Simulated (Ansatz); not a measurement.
Crystal: ZrB2.

```
Zr B
1.0
     3.17000    0.00000    0.00000
    -1.58500    2.74530    0.00000
     0.00000    0.00000    3.53300
Zr B
1 2
Direct
  0.00000 0.00000 0.00000
  0.66667 0.33333 0.50000
  0.33333 0.66667 0.50000
```

```yaml
Program: Ansatz 0.2.0
Task: relaxation of cell and atoms
Functional: RPBE
Dispersion: D3(BJ)
Potentials_or_basis: Ansatz PAW
Cutoff: "420 eV (not typed: the program's choice for these potentials)"
k_mesh: 10 × 10 × 8
Occupations: fermi-dirac, width 0.05 eV
Spin: no spin polarisation
```

At the start: volume 10.25 Å³/atom.

Question: How do energy, volume and symmetry change on relaxing?

Answer: It ends after 8 steps and the volume is 9.05 Å³/atom (-11.7 %); space group P6/mmm (No. 191, to 0.05 Å).

Step by step:
```
step  energy change (eV)  largest force (eV/Å)  volume (Å³)
   1              0.0000                0.0000        30.75
   2             -0.3812                0.0000        27.46
   3             -0.3870                0.0000        27.09
   4             -0.3884                0.0000        27.15
   5             -0.3884                0.0000        27.15
   6             -0.3854                0.0000        27.15
   7             -0.3854                0.0000        27.14
   8             -0.3854                0.0000        27.14
```

Final structure:
```
CELL_PARAMETERS angstrom
3.04689 0.00000 0.00000
-1.52344 2.63868 0.00000
0.00000 0.00000 3.37617
ATOMIC_POSITIONS crystal
Zr 0.00000 0.00000 0.00000
B 0.66667 0.33333 0.50000
B 0.33333 0.66667 0.50000
```

Caveat: the plane-wave basis is chosen anew once the cell has moved, so the energies of steps on either side of that aren't comparable; the volume moved by -12 % from the deposited cell, more than functionals usually miss; pairwise dispersion overbinds metals, which lowers pressure and volume; the PAW data sets come from PBE, with cores solved anew for the run's functional, which leaves a small shift of forces and pressure.
